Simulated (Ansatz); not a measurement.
**Rh (Rh (110), 2 layers): how the settings move a single-point run**

Question: which choices in the input matter for Rh (Rh (110), 2 layers)?

Computed with Ansatz 0.2.0 (reference: DFT, PBE, PAW with Ansatz's default frozen-core files, scalar-relativistic, unless a step's input says otherwise).

**1. Starting point**

The structure is orthorhombic, space group Cmme (No. 67). The conventional cell has a = 3.070 Å, b = 4.342 Å, c = 18.171 Å, α = 90.00°, β = 90.00°, γ = 90.00°. Rh (site symmetry mm2) has 6 Rh at 2.56 to 2.66 Å in its first shell of neighbours.

As a file:

```
CELL_PARAMETERS angstrom
2.65881 0.00000 0.00000
-0.88627 2.50675 0.00000
0.00000 0.00000 18.17090
ATOMIC_POSITIONS crystal
Rh 0.25000 0.25000 0.44351
Rh 0.75000 0.75000 0.55649
```

**2. Baseline**

File input.yaml:

```yaml
crystal:
  lattice:
    - [2.6588071601, 0.0, 0.0]
    - [-0.8862690534, 2.5067474304, 0.0]
    - [0.0, 0.0, 18.1709]
  atoms:
    - { symbol: Rh, position: [0.25, 0.25, 0.4435143558] }
    - { symbol: Rh, position: [0.75, 0.75, 0.5564856442] }
  periodic: [true, true, false]
kpoints:
  mp_grid: { grid: [13, 13, 1] }
scf:
  occupations: { method: fermi_dirac, width: 0.05 }
hamiltonian:
  xc: pbe
  pseudopotentials: { kind: paw }
output:
  forces: true
  stress: true
  eigenvalues: true
```

Run with:

```sh
ansatz run input.yaml --threads 1 --pin off --max-ram 3584MiB --backend cpu --events-out ev --progress --plain --runs-dir out
```

**3. Changed: ecutrho_ratio 6**

Edit input.yaml of step 2 so:

```diff
@@ -20 +20,3 @@
   eigenvalues: true
+basis:
+  ecutrho_ratio: 6
```

Before running it: what results should come out? Wanted: for each run, ending; energy change; gap; force.

As calculated:

```tsv
run	ending	energy change	gap (eV)	force (eV/Å)	cycles	time
reference	converged	0	0.00	0.00	8	11 s
1: ecutrho_ratio 6	converged	0.0 meV/atom	0.00	0.00	8	9.1 s
```

Residual by cycle in the longest SCF loop of each run; runs are numbered as in the table. The quantity is the density residual dr2, in eV.

```tsv
cycle	reference	run 1
1	0.0219	0.0218
2	0.0221	0.0222
3	5.7e-4	5.7e-4
4	1.2e-4	1.3e-4
5	5.7e-6	6.7e-6
6	1.2e-6	1.7e-6
7	1.8e-7	2.8e-7
8	4.0e-9	4.5e-9
```

Changing the numerical grids hardly moves the energy: 0.0 meV/atom.
